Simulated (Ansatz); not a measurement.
# VSi2 in Ansatz: the effect of functional

Crystal: VSi2.

```
CELL_PARAMETERS angstrom
4.53480 0.00000 0.00000
-2.26740 3.92725 0.00000
0.00000 0.00000 6.31890
ATOMIC_POSITIONS crystal
V 0.50000 0.00000 0.50000
V 0.50000 0.50000 0.83333
V 0.00000 0.50000 0.16667
Si 0.32499 0.16249 0.16667
Si 0.83751 0.16249 0.83333
Si 0.16249 0.32499 0.50000
Si 0.67501 0.83751 0.16667
Si 0.16249 0.83751 0.83333
Si 0.83751 0.67501 0.50000
```

The cell comes from a database or a generator and needn't be the stable form of this composition.

Alike in all runs:

* Program: Ansatz 0.2.0
* Task: band structure
* Potentials or basis: all-electron LAPW, scalar-relativistic
* Basis error allowed: 0.002 eV/atom
* k mesh: 7 × 7 × 4
* Occupations: fermi-dirac, width 0.05 eV
* Spin: collinear spin, ferromagnetic start
* Starting moments: [2.0, 2.0, 2.0, 0.0, 0.0, 0.0, 0.0, 0.0, 0.0] μB

One run gave: pressure 3.9 GPa; largest force 0.07 eV/Å. Which functional did it use?
A. PBEsol
B. LDA
C. PBE

C.

```tsv
functional	cutoff	pressure (GPa)	largest force (eV/Å)
PBEsol	220 eV (chosen from the basis error)	-0.8	0.10
LDA	221 eV (chosen from the basis error)	-4.7	0.10
PBE	220 eV (chosen from the basis error)	3.9	0.07
```

Caveats: the starting moments weren't kept.
